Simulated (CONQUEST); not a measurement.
PbS (Galena):

```
Pb S
1.0
     4.19420    0.00000    0.00000
     0.00000    4.19420    0.00000
     0.00000    0.00000    5.93150
Pb S
2 2
Cartesian
  2.0925 2.0439 2.9727
  4.1896 4.1410 0.0070
  2.0829 2.0731 5.9290
  4.1800 4.1702 2.9633
```

The cell isn't the ideal one: atoms moved at random, drawn with an rms of 0.05 Å.

Base run:

```yaml
Program: CONQUEST 1.3
Functional: PBE
Potentials_or_basis: PseudoDojo NC PBE, SZ, grid cutoff 120 Ha
k_mesh: 6 × 6 × 5
Occupations: fermi-dirac, width 0.05 eV
Spin: no spin polarisation
```

Its results: band gap on the k mesh 0.93 eV; pressure 6.6 GPa; largest force 0.056 eV/Å.

**Question.** The run is repeated on the same cell with these changes: potentials or basis from PseudoDojo NC PBE, SZ, grid cutoff 120 Ha to PseudoDojo NC PBE, DZP, multi-site functions of range 6.5 bohr, grid cutoff 120 Ha. What comes out?

**Answer.** Band gap on the k mesh 1.22 eV; pressure 4.0 GPa; largest force 0.035 eV/Å.

Caveats: spin-orbit coupling is left out, which as a rule narrows the gap of such compounds by several tenths of an eV; an odd mesh through Γ misses points on the zone boundary, where band edges often lie; the basis of atomic orbitals isn't converged, which shifts pressures, moduli and gaps; the atomic basis is small (some runs); the box holds several primitive cells, so bands are folded and the points are those of the box's own zone (some runs); multi-site functions contract the basis, which raises the energy a little and makes forces and stress less exact (some runs).
